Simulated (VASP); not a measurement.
# Si in VASP 6.6.1, single-point calculation

INCAR

```
NBANDS = 11
ISIF = 2
PREC = Accurate
LASPH = .TRUE.
LWAVE = .FALSE.
NSW = 0
LREAL = .FALSE.
IBRION = -1
ENCUT = 520
EDIFF = 1E-7
NELM = 55
GGA = PE
AMIX = 0.2
SIGMA = 0.02
LCHARG = .FALSE.
ISMEAR = -1
```

KPOINTS

```
KPOINTS created by Atomic Simulation Environment
0
Gamma
10 10 10
0 0 0
```

POSCAR

```
Si
 1.0000000000000000
     0.0000000000000000    2.7221188957000000    2.7221188957000000
     2.8310036515000001    0.0000000000000000    2.7221188957000000
     2.8310036515000001    2.7221188957000000    0.0000000000000000
 Si
   2
Cartesian
  0.0000000000000000  0.0000000000000000  0.0000000000000000
  1.4155018257499998  1.3610594478499998  1.3610594478499998
```

The recommended PBE PAW datasets give the neutral cell 8 valence electrons.

Command

```
mpirun -np 1 vasp_std
```

OSZICAR

```
N       E                     dE             d eps       ncg     rms          rms(c)
DAV:   1     0.607686026545E+01    0.60769E+01   -0.31171E+03  2244   0.556E+02
DAV:   2    -0.104158380563E+02   -0.16493E+02   -0.15810E+02  2973   0.812E+01
DAV:   3    -0.109781398381E+02   -0.56230E+00   -0.56060E+00  2913   0.127E+01
DAV:   4    -0.109824415862E+02   -0.43017E-02   -0.43012E-02  2722   0.139E+00
DAV:   5    -0.109824851342E+02   -0.43548E-04   -0.43547E-04  2865   0.131E-01    0.458E+00
DAV:   6    -0.109236450368E+02    0.58840E-01   -0.14321E-02  2618   0.491E-01    0.369E+00
DAV:   7    -0.108263902033E+02    0.97255E-01   -0.21873E-01  2496   0.200E+00    0.200E-01
DAV:   8    -0.108276307437E+02   -0.12405E-02   -0.69178E-03  2625   0.459E-01    0.139E-01
DAV:   9    -0.108283374024E+02   -0.70666E-03   -0.78280E-04  2598   0.155E-01    0.987E-02
DAV:  10    -0.108283571408E+02   -0.19738E-04   -0.14722E-05  2896   0.248E-02    0.589E-02
DAV:  11    -0.108284266691E+02   -0.69528E-04   -0.11190E-04  2525   0.557E-02    0.182E-02
DAV:  12    -0.108284268690E+02   -0.19987E-06   -0.61215E-07  2797   0.525E-03    0.205E-02
DAV:  13    -0.108284267859E+02    0.83084E-07   -0.43003E-08  1972   0.138E-03
   1 F= -.10828427E+02 E0= -.10828427E+02  d E =-.333834E-07
```

From OUTCAR

```
k-points           NKPTS =    102   k-points in BZ     NKDIM =    102   number of bands    NBANDS=     11

   NELECT =       8.0000    total number of electrons

   dimension x,y,z NGX =    30 NGY =   30 NGZ =   30
   dimension x,y,z NGXF=    60 NGYF=   60 NGZF=   60

  energy-cutoff  :      520.00
  volume of cell :       41.96
      direct lattice vectors                 reciprocal lattice vectors
     0.000000000  2.722118896  2.722118896    -0.176615809  0.183680441  0.183680441
     2.831003652  0.000000000  2.722118896     0.176615809 -0.183680441  0.183680441
     2.831003652  2.722118896  0.000000000     0.176615809  0.183680441 -0.183680441

 k-points in reciprocal lattice and weights: KPOINTS created by Atomic Simulation Env
   0.00000000  0.00000000  0.00000000       0.001
   0.10000000  0.00000000  0.00000000       0.008
   0.20000000  0.00000000  0.00000000       0.008
   0.30000000  0.00000000  0.00000000       0.008
   0.40000000  0.00000000  0.00000000       0.008
   0.50000000  0.00000000  0.00000000       0.004
   0.10000000  0.10000000  0.00000000       0.004
   0.20000000  0.10000000  0.00000000       0.016
   ...

 E-fermi :   5.6811

 k-point     1 :       0.0000    0.0000    0.0000
  band No.  band energies     occupation
      1      -6.2769      2.00000
      2       5.1777      2.00000
      3       5.4613      1.99997
      4       5.4613      1.99997
      5       7.8696      0.00000
      6       7.8696      0.00000
      7       8.0140      0.00000
      8       8.1870      0.00000
      9      12.7072      0.00000
     10      13.1441      0.00000
     11      13.4092      0.00000

 k-point     2 :       0.1000    0.0000    0.0000
  band No.  band energies     occupation
      1      -6.1511      2.00000
      2       4.2119      2.00000
      3       5.0851      2.00000
      4       5.2832      2.00000
      5       7.7888      0.00000
      6       8.1523      0.00000
      7       8.2525      0.00000
      8       9.2387      0.00000
      9      12.4166      0.00000
     10      13.0176      0.00000
     11      13.6642      0.00000

 k-point     3 :       0.2000    0.0000    0.0000
  band No.  band energies     occupation
      1      -5.7800      2.00000
      2       2.4096      2.00000
      3       4.6851      2.00000
      4       4.9420      2.00000
      5       7.3996      0.00000
      6       8.6858      0.00000
      7       8.7012      0.00000
      8      11.0061      0.00000
      9      12.2533      0.00000
     10      12.5915      0.00000
     11      14.3674      0.00000

 k-point     4 :       0.3000    0.0000    0.0000
  band No.  band energies     occupation
      1      -5.1908      2.00000
      2       0.6875      2.00000
      3       4.3325      2.00000
      4       4.6441      2.00000
      5       7.0242      0.00000
      6       8.8249      0.00000
      7       8.9616      0.00000
      8      12.6065      0.00000
      9      12.9288      0.00000
     10      12.9601      0.00000
     11      14.1422      0.00000

 k-point     5 :       0.4000    0.0000    0.0000
  band No.  band energies     occupation
      1      -4.4811      2.00000
      2      -0.7269      2.00000
      3       4.1054      2.00000
      4       4.4570      2.00000
      5       6.7753      0.00000
      6       8.7102      0.00000
      7       8.9213      0.00000
      8      13.1346      0.00000
      9      14.1306      0.00000
     10      14.2612      0.00000
     11      15.1580      0.00000

 ...

  Total       -1.2745778     -0.2284713     -0.2284713      0.0000000      0.0000000      0.0000000
  in kB      -48.6734735     -8.7248420     -8.7248420      0.0000000      0.0000000      0.0000000
  external PRESSURE =     -22.0410525 kB  Pullay stress =       0.0000000 kB

 POSITION                                       TOTAL-FORCE (eV/Angst)
 -----------------------------------------------------------------------------------
      0.00000      0.00000      0.00000         0.000000     -0.000000     -0.000000
      1.41550      1.36106      1.36106        -0.000000      0.000000      0.000000
 -----------------------------------------------------------------------------------
    total drift:                               -0.000000     -0.000000      0.000000

  FREE ENERGIE OF THE ION-ELECTRON SYSTEM (eV)
  ---------------------------------------------------
  free  energy   TOTEN  =       -10.8284267859 eV

  energy  without entropy=      -10.8284267525  energy(sigma->0) =      -10.82842677
```

It converged. Results: gap between bands v and c on the k mesh 0.45 eV; least direct gap on the k mesh 2.30 eV; pressure -2.2 GPa. Band v is the last that the valence electrons fill when counted band by band, and c is the next.

For comparison, a separate PBE run of the intended cell, on usual settings and not on those above, gives a gap of 0.48 eV on its mesh and a pressure of -2.2 GPa.

The run above took about 46 s on one core of a shared host (Intel Xeon Platinum 8488C) and held 0.18 GiB at most.
